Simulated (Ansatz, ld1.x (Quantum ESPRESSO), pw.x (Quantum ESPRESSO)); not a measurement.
Sm (Z = 62): does the PAW potential hold in the solid?

* Element: samarium
* Generator: ld1.x (Quantum ESPRESSO) 7.5
* Type: PAW
* Functional: PBE
* Relativity: scalar-relativistic
* Frozen core: [Kr] 4d10
* Valence charge: 16
* Reference configuration: 4f6 5s2 5p6 5d0 6s2 6p0
* Partial waves: 5s (bound): rcut 2.20, rcutus 2.40 bohr; 6s (bound): rcut 2.20, rcutus 2.40 bohr; 5p (bound): rcut 2.20, rcutus 2.65 bohr; 6p (bound, empty): rcut 2.20, rcutus 2.65 bohr; 5d (bound, empty): rcut 3.60, rcutus 4.10 bohr; 5d channel at 1.3 Ry: rcut 3.60, rcutus 4.10 bohr; 4f (bound): rcut 1.35, rcutus 1.60 bohr; 4f channel at 0.75 Ry: rcut 1.35, rcutus 1.60 bohr
* Local potential: all-electron potential smoothed inside 2.70 bohr (lloc = -1)
* Core correction: Bessel-smoothed model core inside 0.80 bohr
* Augmentation charge: PSQ, inside the norm-conserving radii

Crystal test: bcc Sm in pw.x 7.5, no spin, 12³ k-points, Fermi–Dirac smearing 0.01 Ry, cutoffs 110/880 Ry. The lattice is a test structure that the element need not adopt, and mesh and smearing are coarse. Spin polarisation and strong correlation are left out, which matters for this element.

pw.x input:

```
&control
  calculation='scf', prefix='x', pseudo_dir='./', outdir='./tmp', tstress=.true., disk_io='low'
/
&system
  ibrav=0, nat=1, ntyp=1, ecutwfc=110, ecutrho=880, nbnd=16,
  occupations='smearing', smearing='fd', degauss=0.01
/
&electrons
  conv_thr=1e-09, mixing_beta=0.4, electron_maxstep=70
/
ATOMIC_SPECIES
Sm 1.0 Sm.UPF
CELL_PARAMETERS angstrom
  -1.93812640 1.93812640 1.93812640
  1.93812640 -1.93812640 1.93812640
  1.93812640 1.93812640 -1.93812640
ATOMIC_POSITIONS crystal
Sm 0.0000 0.0000 0.0000
K_POINTS automatic
12 12 12 0 0 0
```

```bash
pw.x < Sm.scf.in > Sm.scf.out
```

Q: How does the run end?

A: Failed (cdiaghg: S matrix not positive definite). The atomic test gives a lowest overlap eigenvalue of -0.08 in the s channel. The largest radius (4.10 bohr) exceeds half the bond length (3.17 bohr), so the spheres overlap, which is one possible source of error among others. The ghost test of this file was not conclusive. Its overlap operator is not positive definite. Atomic configuration tests: test run stopped at test 3 of 7 (negative rho). The log shows:

```
Message from routine setup:
     using ibrav=0 with symmetry is DISCOURAGED, use correct ibrav instead
     lattice parameter (alat)  =       6.3437  a.u.
     unit-cell volume          =     196.5182 (a.u.)^3
     number of electrons       =        16.00
     number of Kohn-Sham states=           16
     kinetic-energy cutoff     =     110.0000  Ry
     charge density cutoff     =     880.0000  Ry
     scf convergence threshold =      1.0E-09
     Exchange-correlation= SLA  PW   PBX  PBC
     number of k points=    72  Fermi-Dirac smearing, width (Ry)=  0.0100
     iteration #  1     ecut=   110.00 Ry     beta= 0.40
     total energy              =    -599.70921774 Ry
     estimated scf accuracy    <       8.81013857 Ry
     iteration #  2     ecut=   110.00 Ry     beta= 0.40
     Error in routine cdiaghg (60):
     S matrix not positive definite
```
